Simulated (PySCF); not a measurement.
Two species compared at the same levels of theory.

First species: pyrrolidine, C4H9N.
InChI=1S/C4H9N/c1-2-4-5-3-1/h5H,1-4H2

Second species: N-methylhydroxylamine, CH5NO.
SMILES: `CNO`

Levels: CAM-B3LYP/def2-SVPD for dipole moment, HOMO energy, LUMO energy, HOMO–LUMO gap, static isotropic polarisability and electronic spatial extent ⟨r²⟩ about the centre of nuclear charge; TDDFT CAM-B3LYP/def2-SVPD for lowest singlet excitation; TDA CAM-B3LYP/def2-SVPD for lowest triplet excitation (Tamm–Dancoff); GFN2-xTB for rotational constant A and rotational constant C. Geometries: GFN2-xTB. All species are isolated and taken at one optimised geometry, non-relativistic unless stated; the electronic structure was computed with PySCF and density fitting.

The conformers computed, where there is a choice (atom-mapped SMILES and torsion angles):
- `[CH3:1][NH:2][OH:3]`: H–O3–N2–C1 -102°

(1) Which has the higher ⟨r²⟩?

(2) Which has the higher HOMO energy?

(3) Which has the higher dipole moment?

(4) Which of the two has the higher rotational constant A, and by how much?

(5) Which of the two has the higher rotational constant C, and by how much?

(6) Which has the higher HOMO–LUMO gap?

(7) Which has the higher static isotropic polarisability?

(8) Which of the two has the higher S1 energy, and by how much?

Answers

(1) The first: 388 bohr² against 179 bohr², a difference of 209 bohr².

(2) The first: -8.01 eV against -8.35 eV, a difference of 0.34 eV.

(3) The first: 1.34 D against 1.00 D, a difference of 0.34 D.

(4) The second: 40.189 GHz against 6.960 GHz, a difference of 33.229 GHz.

(5) The second: 8.693 GHz against 3.956 GHz, a difference of 4.737 GHz.

(6) The second: 9.69 eV against 9.34 eV, a difference of 0.35 eV.

(7) The first: 54.1 au against 30.0 au, a difference of 24.1 au.

(8) The second: 6.21 eV against 6.13 eV, a difference of 0.08 eV.

On the first: In atomic units the dipole is 0.53 e·bohr (1 au = 2.5417 D).

On the second: No computed singlet falls in the visible range (750 to 380 nm, 1.65 to 3.26 eV); S1 lies 2.95 eV above its blue end. The principal polarisabilities are 26.8, 28.7 and 34.6 au; their mean is the isotropic value.
